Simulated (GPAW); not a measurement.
**BaTiO3 and the effect of third axis scale**

```cif
data_structure
_symmetry_space_group_name_H-M 'P 1'
_symmetry_Int_Tables_number 1
_cell_length_a 3.9998
_cell_length_b 3.9998
_cell_length_c 3.8975
_cell_angle_alpha 90.000
_cell_angle_beta 90.000
_cell_angle_gamma 90.000
_cell_volume 62.35
loop_
_atom_site_label
_atom_site_type_symbol
_atom_site_fract_x
_atom_site_fract_y
_atom_site_fract_z
_atom_site_occupancy
Ba1 Ba 0.00000 0.00000 0.00000 1
Ti1 Ti 0.50000 0.50000 0.49000 1
O1 O 0.00000 0.50000 0.51700 1
O2 O 0.50000 0.00000 0.51700 1
O3 O 0.50000 0.50000 0.01900 1
```

The cell comes from a database or a generator and needn't be the form met in nature.

Kept alike: task dielectric tensor; functional PBE; k mesh 6 × 6 × 6; occupations fermi-dirac, width 0.001 eV; no spin polarisation. Program: GPAW, GPAW PAW data sets (gpaw-data 1.2.1), cutoff 650 eV. The mesh is that of the run's cell of 5 atoms. No spin-orbit coupling.

| third axis scale | band gap (eV) |
| --- | --- |
| 0.97 | 1.888 |
| 0.985 | 1.850 |
| 1 | 1.812 |
| 1.015 | 1.776 |
| 1.03 | 1.740 |

A gap read on the mesh alone can miss an edge between its points.

The band gap falls from 1.888 to 1.740 eV between 0.97 and 1.03.
